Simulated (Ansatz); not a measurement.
Runs of Ansatz 0.2.0 on KBr. The structure is cubic, space group Pm-3m (No. 221). The conventional cell has a = 4.043 Å, b = 4.043 Å, c = 4.043 Å, α = 90.00°, β = 90.00°, γ = 90.00°. Br (site symmetry m-3m) has 8 K at 3.50 Å as nearest neighbours. K (site symmetry m-3m) is surrounded by 8 Br at 3.50 Å. Measurements of this composition are mostly on another form, of space group No. 225.

```tsv
task	level	potentials or basis	spin	cell	cutoff (eV)	smearing	gap on the mesh (eV)	pressure (GPa)	V0 of scaled cells (Å³/atom)	B0 (GPa)
single point	PBE	Ansatz PAW	off	atoms moved at random, drawn with an rms of 0.05 Å	420	fermi-dirac 0.05 eV	3.89	0.0	-	-
projected density of states	rPW86-PBE+D3(BJ)-ATM	Ansatz PAW	SOC, no magnetisation	as given	420	fermi-dirac 0.025 eV	3.72	-1.0	-	-
single point	PBE	Ansatz PAW	off	as given	420	fermi-dirac 0.05 eV	3.89	-0.1	-	-
equation of state	PBE	Ansatz PAW	off	as given	420	fermi-dirac 0.05 eV	-	-	32.95	16
equation of state	BPBE	PseudoDojo LDA	off	as given	980	cold 0.05 eV	-	-	(b)	(a)
```

Alike in all rows: k mesh 7 × 7 × 7.

Q: Fill in the values left out.

A: (a) 14; (b) 33.58.

Caveats: odd divisions of the mesh miss points on the zone boundary, where band edges often lie, so the gap on the mesh can be too wide (some runs); the PAW data sets come from PBE, with cores solved anew for the run's functional, which leaves a small shift of forces and pressure (some runs); the potentials were made for another functional, which shifts forces and pressure (some runs).

A k mesh can miss the band edges, and rows without SOC leave out spin-orbit coupling on Br.
